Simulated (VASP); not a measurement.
# C: spectrum averaged over shifted meshes

C, Fd-3m (no. 227), 2 atoms in the cell. PBE, BSE with a model dielectric function, averaged over shifted meshes; PAW potentials C_GW (PBE set).

Shifts along each reciprocal axis: 3; k mesh of the G0W0 step: 4 × 4 × 4.

## Input

INCAR.step1:
```
PREC = Accurate
ENCUT = 420
ISMEAR = 0
SIGMA = 0.02
EDIFF = 1E-8
LASPH = T
KPAR = 4
LWAVE = F
LCHARG = F
LEPSILON = T
LRPA = T
```

INCAR.step2, as INCAR.step1 but for:
```
- LWAVE = F
- LEPSILON = T
- LRPA = T
+ LWAVE = T
```

INCAR.step3:
```
PREC = Accurate
ENCUT = 420
ISMEAR = 0
SIGMA = 0.02
EDIFF = 1E-7
LASPH = T
KPAR = 4
LWAVE = T
LCHARG = F
ALGO = Exact
NELM = 1
LOPTICS = T
ISTART = 1
NBANDS = 45
NEDOS = 2000
```

INCAR.step4:
```
PREC = Accurate
ENCUT = 420
ISMEAR = 0
SIGMA = 0.02
LASPH = T
KPAR = 4
LWAVE = T
LCHARG = F
ALGO = EVGW0
NELMGW = 1
ISTART = 1
NBANDS = 45
ENCUTGW = 120
NOMEGA = 48
NBANDSGW = 20
PRECFOCK = Fast
```

INCAR.step5:
```
PREC = Accurate
ENCUT = 420
ISMEAR = 0
SIGMA = 0.02
EDIFF = 1E-7
LASPH = T
KPAR = 4
LWAVE = T
LCHARG = F
LOPTICS = T
LPEAD = F
ISYM = -1
NBANDS = 16
```

INCAR.step6:
```
PREC = Accurate
ENCUT = 420
ISMEAR = 0
SIGMA = 0.02
EDIFF = 1E-7
LASPH = T
KPAR = 4
LWAVE = F
LCHARG = F
ALGO = TDHF
NBANDS = 16
NBANDSO = 4
NBANDSV = 4
IBSE = 3
LHARTREE = T
LADDER = T
LFXC = F
LHFCALC = T
LMODELHF = T
AEXX = 0.1808
HFSCREEN = 1.7
SCISSOR = 1.257
ENCUTGW = 120
PRECFOCK = Fast
ANTIRES = 0
OMEGAMAX = 25
CSHIFT = 0.15
NOMEGA = 1000
ISTART = 1
ISYM = -1
BSEPREC = High
```

KPOINTS.step1:
```
k-points
0
Gamma
  13 13 13
```

KPOINTS.step2:
```
k-points
0
Gamma
  4 4 4
```

KPOINTS.step5:
```
Shifted mesh
0
Gamma
  6 6 6
  0.000000 0.000000 0.000000
```

KPOINTS.step7:
```
Shifted mesh
0
Gamma
  6 6 6
  0.333333 0.000000 0.000000
```

KPOINTS.step9:
```
Shifted mesh
0
Gamma
  6 6 6
  0.333333 0.333333 0.000000
```

KPOINTS.step11:
```
Shifted mesh
0
Gamma
  6 6 6
  -0.333333 0.333333 0.000000
```

POSCAR:
```
C
1.0
    0.0000000000      1.7833700000      1.7833700000
    1.7833700000      0.0000000000      1.7833700000
    1.7833700000      1.7833700000      0.0000000000
C
2
Direct
    0.7500000000      0.7500000000      0.7500000000
    0.5000000000      0.5000000000      0.5000000000
```

Commands (each step's output is kept before the next begins):
```
cat potpaw_PBE.64/C_GW/POTCAR > POTCAR
cp INCAR.step1 INCAR
cp KPOINTS.step1 KPOINTS
mpirun -np 4 vasp_std > vasp.out
rm WAVECAR CHG
cp INCAR.step2 INCAR
cp KPOINTS.step2 KPOINTS
mpirun -np 4 vasp_std > vasp.out
cp INCAR.step3 INCAR
mpirun -np 4 vasp_std > vasp.out
cp INCAR.step4 INCAR
mpirun -np 4 vasp_std > vasp.out
rm W*.tmp WAVECAR CHG WAVEDER
cp INCAR.step5 INCAR
cp KPOINTS.step5 KPOINTS
mpirun -np 4 vasp_std > vasp.out
cp INCAR.step6 INCAR
mpirun -np 4 vasp_std > vasp.out
rm WAVECAR CHG WAVEDER
cp INCAR.step5 INCAR
cp KPOINTS.step7 KPOINTS
mpirun -np 4 vasp_std > vasp.out
cp INCAR.step6 INCAR
mpirun -np 4 vasp_std > vasp.out
rm WAVECAR CHG WAVEDER
cp INCAR.step5 INCAR
cp KPOINTS.step9 KPOINTS
mpirun -np 4 vasp_std > vasp.out
cp INCAR.step6 INCAR
mpirun -np 4 vasp_std > vasp.out
rm WAVECAR CHG WAVEDER
cp INCAR.step5 INCAR
cp KPOINTS.step11 KPOINTS
mpirun -np 4 vasp_std > vasp.out
cp INCAR.step6 INCAR
mpirun -np 4 vasp_std > vasp.out
```

## Result

- ε at zero frequency, electronic: 6.05
- Mean energy of the absorption, weighted by Im ε (eV): 11.02

One row for each shifted mesh, with its weight in the average:

| Settings | Weight | ε at zero frequency | Mean energy of the absorption, weighted by Im ε (eV) | Time (s) |
|---|---|---|---|---|
| shift 0/3 0/3 0/3 | 1 | 6.35 | 10.85 | 11 |
| shift 1/3 0/3 0/3 | 8 | 6.12 | 10.97 | 13 |
| shift 1/3 1/3 0/3 | 6 | 6.05 | 11.02 | 11 |
| shift -1/3 1/3 0/3 | 12 | 5.98 | 11.06 | 10 |

Dielectric function, mean of the diagonal:

| Energy (eV) | Real part | Imaginary part |
|---|---|---|
| 0.5 | 6.06 | 0.01 |
| 1.5 | 6.17 | 0.03 |
| 2.5 | 6.40 | 0.05 |
| 3.5 | 6.81 | 0.08 |
| 4.5 | 7.49 | 0.14 |
| 5.5 | 8.79 | 0.29 |
| 6.5 | 12.25 | 2.74 |
| 7.5 | 10.24 | 5.23 |
| 8.5 | 10.10 | 6.74 |
| 9.5 | 9.23 | 10.94 |
| 10.5 | 6.35 | 17.91 |
| 11.5 | -6.13 | 18.02 |
| 12.5 | -8.46 | 4.21 |
| 13.5 | -3.80 | 4.38 |
| 14.5 | -3.70 | 2.62 |
| 15.5 | -3.00 | 2.50 |
| 16.5 | -2.93 | 1.91 |
| 17.5 | -2.27 | 1.17 |
| 18.5 | -1.76 | 0.90 |
| 19.5 | -1.67 | 0.69 |

The mean energy covers the spectrum up to 20 eV.

AEXX = 0.1808 is one over the ε of the first step (5.5); SCISSOR = 1.257 eV is the gap of the G0W0 step less the Kohn-Sham gap.

Limits: The scissor comes from a small G0W0 step, so absolute energies aren't converged; the pairs hold 4 valence and 4 conduction bands, and what lies beyond is missing from ε.

VASP 6.6.1 took 110 s on 4 cores (Intel Xeon Platinum 8375C @ 2.90GHz (Ice Lake)), a shared host.
